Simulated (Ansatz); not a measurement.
**Se: pressure against volume, fitted**

```yaml
crystal:
  lattice:
    - [4.36620, 0.00000, 0.00000]
    - [-2.18310, 3.78124, 0.00000]
    - [0.00000, 0.00000, 4.95360]
  atoms:
    - { symbol: Se, position: [0.22540, 0.00000, 0.33333] }
    - { symbol: Se, position: [0.00000, 0.22540, 0.66667] }
    - { symbol: Se, position: [0.77460, 0.77460, 0.00000] }
```

Atoms are numbered in the order listed.

The cell is COD entry 9012501, as deposited and not checked against the literature; nothing was relaxed.

Theory: DFT, LDA, all-electron LAPW, scalar-relativistic (Ansatz 0.2.0).

Settings: a Γ-centred 6×6×5 k mesh, Fermi–Dirac smearing of 0.03 eV, basis error target 0.5 meV/atom, no spin polarisation.

The cell is scaled evenly. Fractional coordinates are held (clamped ions).

```
V (Å³/atom)  P (GPa)
     25.625     2.61
     26.716    -0.12
     26.988    -0.71
     27.261    -1.27
     27.533    -1.80
     27.806    -2.31
     28.351    -3.23
     28.896    -4.06
```

Problem. Fit a third-order Birch–Murnaghan curve to the pressures.

Solution. P = (3B0/2)(y^(7/2) − y^(5/2))[1 + (3/4)(B0′ − 4)(y − 1)] with y = (V0/V)^(2/3) fits within 0.01 GPa for V0 = 26.663 Å³/atom, B0 = 60.2 GPa and B0′ = 4.40.

Problem. Predict the pressure at the withheld volume, 26.170 Å³/atom.

Solution. There y = 1.0125, so the fit gives 1.17 GPa; the run gave 1.17 GPa.
